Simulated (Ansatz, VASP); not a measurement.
# MnO2 in VASP and in Ansatz

```
Mn O
1.0
     2.90416    0.00000    0.00000
     0.00000    3.84481    0.00000
     0.00000    0.00000    6.16426
Mn O
2 4
Cartesian
  1.4521 1.9224 2.1162
  0.0000 0.0000 4.0481
  1.4521 0.0000 5.1630
  0.0000 1.9224 1.0013
  1.4521 0.0000 2.6001
  0.0000 1.9224 3.5642
```

Measurements of this composition are mostly on another form, of space group No. 136.

Alike in both runs: task single point; functional PBEsol; k mesh 9 × 7 × 5; occupations gaussian, width 0.1 eV; collinear spin, ferromagnetic start.

|  | VASP | Ansatz |
| --- | --- | --- |
| version | VASP 6.6.1 | Ansatz 0.2.0 |
| potentials or method | VASP PAW PBE potentials, release 64 (Mn_GW, O_GW) | Ansatz PAW |
| plane-wave cutoff (eV) | 550 | 420 |
| valence electrons in the cell | 38 | 54 |

```tsv
	VASP	Ansatz	Ansatz less VASP
gap on the k mesh at the Fermi level (eV)	none	none	-
pressure (GPa)	-13.7	-13.4	+0.25
largest component of the traceless stress (GPa)	5.10	5.33	+0.224
rms of the force components (eV/Å)	0.391	0.416	+0.0251
net moment per atom (μB)	1.00	1.00	0.000
size of the moment on the site where the two differ most (μB)	2.77	2.41	-0.366
```

Site moments also hang on the region over which each program counts them. Atom by atom the forces differ by 0.042 eV/Å (rms over components). A gap of «none» marks a metal or a gap that the smearing closes. The two sets of potentials don't hold the same shells in valence.

Caveats: semilocal functionals often make such compounds metallic where correlation or magnetic order opens a gap, which also shifts bond lengths; only a ferromagnetic start was run, and an antiferromagnetic order may lie lower in energy; the PAW data sets were made with another functional, which shifts forces and pressure a little (VASP); the pressure holds a Pulay correction of +0.8 GPa for the finite cutoff (Ansatz); the PAW data sets come from PBE, with cores solved anew for the run's functional, which leaves a small shift of forces and pressure (Ansatz); forces of over 1 eV/Å show positions far from the minimum, so gaps and moduli don't describe the material at rest (Ansatz). With open d or f shells a metallic result of PBEsol can be an artefact of self-interaction; +U or a hybrid may open a gap.
